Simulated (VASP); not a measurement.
# MnO: Hubbard U by linear response

MnO, Fm-3m (no. 225), 16 atoms in the cell. LDA, linear-response Hubbard U; PAW potentials Mn_pv, O (LDA set).

Shifted element: Mn; Shifted shell (l): 2; Cell repeated: 2 × 2 × 1; Shifts (eV): -0.2, 0.2; Shifts on single spins too: yes.

## Input

INCAR.step1:
```
SYSTEM = MnO
ALGO = Normal ; AMIX = 0.2
AMIX_MAG = 0.8 ; BMIX = 1E-4
BMIX_MAG = 1E-4 ; EDIFF = 1E-7
ENCUT = 450 ; GGA = CA
ISMEAR = 0 ; ISPIN = 2
LASPH = .TRUE. ; LCHARG = .TRUE.
LMAXMIX = 4 ; LORBIT = 11
LREAL = .FALSE. ; LWAVE = .TRUE.
MAGMOM = 5 5 5 5 -5 -5 -5 -5 0 0 0 0 0 0 0 0 ; NELM = 200
PREC = Accurate ; SIGMA = 0.05
VOSKOWN = 1
```

INCAR.step2, as INCAR.step1 but for:
```
- LCHARG = .TRUE.
- LWAVE = .TRUE.
+ ICHARG = 11
+ ISTART = 1
+ LCHARG = .FALSE.
+ LDAU = .TRUE.
+ LDAUJ = -0.2 0 0
+ LDAUL = 2 -1 -1
+ LDAUPRINT = 1
+ LDAUTYPE = 3
+ LDAUU = -0.2 0 0
+ LWAVE = .FALSE.
```

INCAR.step3, as INCAR.step2 but for:
```
- ICHARG = 11
+ ICHARG = 1
```

INCAR.step4, as INCAR.step3 but for:
```
- ICHARG = 1
- LDAUJ = -0.2 0 0
- LDAUU = -0.2 0 0
+ ICHARG = 11
+ LDAUJ = 0.2 0 0
+ LDAUU = 0.2 0 0
```

INCAR.step5, as INCAR.step4 but for:
```
- ICHARG = 11
+ ICHARG = 1
```

INCAR.step6, as INCAR.step5 but for:
```
- ICHARG = 1
- LDAUJ = 0.2 0 0
- LDAUU = 0.2 0 0
+ ICHARG = 11
+ LDAUJ = 0 0 0
+ LDAUU = -0.2 0 0
```

INCAR.step7, as INCAR.step6 but for:
```
- ICHARG = 11
+ ICHARG = 1
```

INCAR.step8, as INCAR.step7 but for:
```
- ICHARG = 1
- LDAUU = -0.2 0 0
+ ICHARG = 11
+ LDAUU = 0.2 0 0
```

INCAR.step9, as INCAR.step8 but for:
```
- ICHARG = 11
+ ICHARG = 1
```

INCAR.step10, as INCAR.step9 but for:
```
- ICHARG = 1
- LDAUJ = 0 0 0
- LDAUU = 0.2 0 0
+ ICHARG = 11
+ LDAUJ = -0.2 0 0
+ LDAUU = 0 0 0
```

INCAR.step11, as INCAR.step10 but for:
```
- ICHARG = 11
+ ICHARG = 1
```

INCAR.step12, as INCAR.step11 but for:
```
- ICHARG = 1
- LDAUJ = -0.2 0 0
+ ICHARG = 11
+ LDAUJ = 0.2 0 0
```

INCAR.step13, as INCAR.step12 but for:
```
- ICHARG = 11
+ ICHARG = 1
```

KPOINTS:
```
k-points
0
Gamma
  4 4 4
```

POSCAR:
```
MnO
1.0
    0.0000000000      4.4478154056      4.4478154056
    4.4478154056      0.0000000000      4.4478154056
    4.4478154056      2.2239077028     -2.2239077028
Mn Mn O
1 7 8
Direct
    0.0000000000      0.0000000000      0.0000000000
    0.0000000000      0.5000000000      0.0000000000
    0.5000000000      0.0000000000      0.0000000000
    0.5000000000      0.5000000000      0.0000000000
    0.2500000000      0.0000000000      0.5000000000
    0.2500000000      0.5000000000      0.5000000000
    0.7500000000      0.0000000000      0.5000000000
    0.7500000000      0.5000000000      0.5000000000
    0.3750000000      0.2500000000      0.2500000000
    0.3750000000      0.7500000000      0.2500000000
    0.8750000000      0.2500000000      0.2500000000
    0.8750000000      0.7500000000      0.2500000000
    0.1250000000      0.2500000000      0.7500000000
    0.1250000000      0.7500000000      0.7500000000
    0.6250000000      0.2500000000      0.7500000000
    0.6250000000      0.7500000000      0.7500000000
```

Commands (each step's output is kept before the next begins):
```
cat potpaw_LDA.64/Mn_pv/POTCAR potpaw_LDA.64/Mn_pv/POTCAR potpaw_LDA.64/O/POTCAR > POTCAR
cp INCAR.step1 INCAR
mpirun -np 8 vasp_std > vasp.out
cp CHGCAR CHGCAR.0
cp WAVECAR WAVECAR.0
cp INCAR.step2 INCAR
mpirun -np 8 vasp_std > vasp.out
cp CHGCAR.0 CHGCAR
cp WAVECAR.0 WAVECAR
cp INCAR.step3 INCAR
mpirun -np 8 vasp_std > vasp.out
cp CHGCAR.0 CHGCAR
cp WAVECAR.0 WAVECAR
cp INCAR.step4 INCAR
mpirun -np 8 vasp_std > vasp.out
cp CHGCAR.0 CHGCAR
cp WAVECAR.0 WAVECAR
cp INCAR.step5 INCAR
mpirun -np 8 vasp_std > vasp.out
cp CHGCAR.0 CHGCAR
cp WAVECAR.0 WAVECAR
cp INCAR.step6 INCAR
mpirun -np 8 vasp_std > vasp.out
cp CHGCAR.0 CHGCAR
cp WAVECAR.0 WAVECAR
cp INCAR.step7 INCAR
mpirun -np 8 vasp_std > vasp.out
cp CHGCAR.0 CHGCAR
cp WAVECAR.0 WAVECAR
cp INCAR.step8 INCAR
mpirun -np 8 vasp_std > vasp.out
cp CHGCAR.0 CHGCAR
cp WAVECAR.0 WAVECAR
cp INCAR.step9 INCAR
mpirun -np 8 vasp_std > vasp.out
cp CHGCAR.0 CHGCAR
cp WAVECAR.0 WAVECAR
cp INCAR.step10 INCAR
mpirun -np 8 vasp_std > vasp.out
cp CHGCAR.0 CHGCAR
cp WAVECAR.0 WAVECAR
cp INCAR.step11 INCAR
mpirun -np 8 vasp_std > vasp.out
cp CHGCAR.0 CHGCAR
cp WAVECAR.0 WAVECAR
cp INCAR.step12 INCAR
mpirun -np 8 vasp_std > vasp.out
cp CHGCAR.0 CHGCAR
cp WAVECAR.0 WAVECAR
cp INCAR.step13 INCAR
mpirun -np 8 vasp_std > vasp.out
```

## Result

- U (eV): 7.2
- U from spin-resolved response (eV): 7.8
- J from spin-resolved response (eV): 0.3
- Bare response (electrons/eV): 0.188
- Relaxed response (electrons/eV): 0.080

Electrons in the shifted shell, density kept fixed:

| Shift (eV) | Electrons |
|---|---|
| -0.20 | 4.953 |
| 0.00 | 4.990 |
| 0.20 | 5.028 |

Electrons in the shifted shell, density relaxed:

| Shift (eV) | Electrons |
|---|---|
| -0.20 | 4.974 |
| 0.00 | 4.990 |
| 0.20 | 5.006 |

Limits: The slopes are limited by the printed digits (0.001 electrons) and by how far each density was converged.

VASP 6.6.1 took 372 s on 8 cores (Intel Xeon Platinum 8559C (Emerald Rapids)), a shared host.
